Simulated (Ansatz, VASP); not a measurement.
# W in VASP and in Ansatz

INCAR

```
SYSTEM = W
PREC = Accurate
ENCUT = 520
EDIFF = 1E-6
ISMEAR = -1
SIGMA = 0.05
LREAL = .FALSE.
LASPH = .TRUE.
NELM = 80
ALGO = Normal
ISIF = 2
LWAVE = .FALSE.
LCHARG = .FALSE.
GGA = PE
NBANDS = 13
```

File KPOINTS:

```
Automatic mesh
0
G
  19 19 19
  0 0 0
```

POSCAR

```
W
1.0
   -1.4460613930      1.4460613930      1.4460613930
    1.4460613930     -1.4460613930      1.4460613930
    1.4460613930      1.4460613930     -1.4460613930
W
1
Direct
    0.0000000000      0.0000000000      0.0000000000
```

Input for Ansatz:

```yaml
crystal:
  lattice:
    - [-1.446061393, 1.446061393, 1.446061393]
    - [1.446061393, -1.446061393, 1.446061393]
    - [1.446061393, 1.446061393, -1.446061393]
  atoms:
    - { symbol: W, position: [0.0, 0.0, 0.0] }
kpoints:
  mp_grid: { grid: [19, 19, 19] }
  band_path:
    path:
      - [0.0, 0.0, 0.0]
      - [0.5, -0.5, 0.5]
      - [0.0, 0.0, 0.5]
      - [0.0, 0.0, 0.0]
      - [0.25, 0.25, 0.25]
      - [0.5, -0.5, 0.5]
      - [0.25, 0.25, 0.25]
      - [0.0, 0.0, 0.5]
    npoints: 8
scf:
  occupations: { method: fermi_dirac, width: 0.05 }
hamiltonian:
  xc: pbe
  pseudopotentials: { kind: paw }
output:
  forces: true
  stress: true
  eigenvalues: true
  populations: true
  dos: { projected: true, de: 0.2, e_range: [-14, 8] }
```

Change from the starting cell: volume scaled by 0.75, PAW files.

Alike in both runs: task single point; functional PBE; k mesh 19 × 19 × 19; occupations fermi-dirac, width 0.05 eV; no spin polarisation.

```csv
,VASP,Ansatz
version,VASP 6.6.1,Ansatz 0.2.0
potentials or method,"VASP PAW PBE potentials, release 64 (W_sv)","PAW with Ansatz's default frozen-core files, scalar-relativistic"
plane-wave cutoff (eV),520,420
valence electrons in the cell,14,14
```

```csv
,VASP,Ansatz,Ansatz less VASP
pressure (GPa),160.5,156.9,-3.61
```

Caveats: the cell as given lies far from equilibrium; so large a pressure means that the cell lies far from this level's equilibrium, or that cutoff or potentials fall short (VASP). The runs have no spin-orbit coupling, so splittings on W are missing.
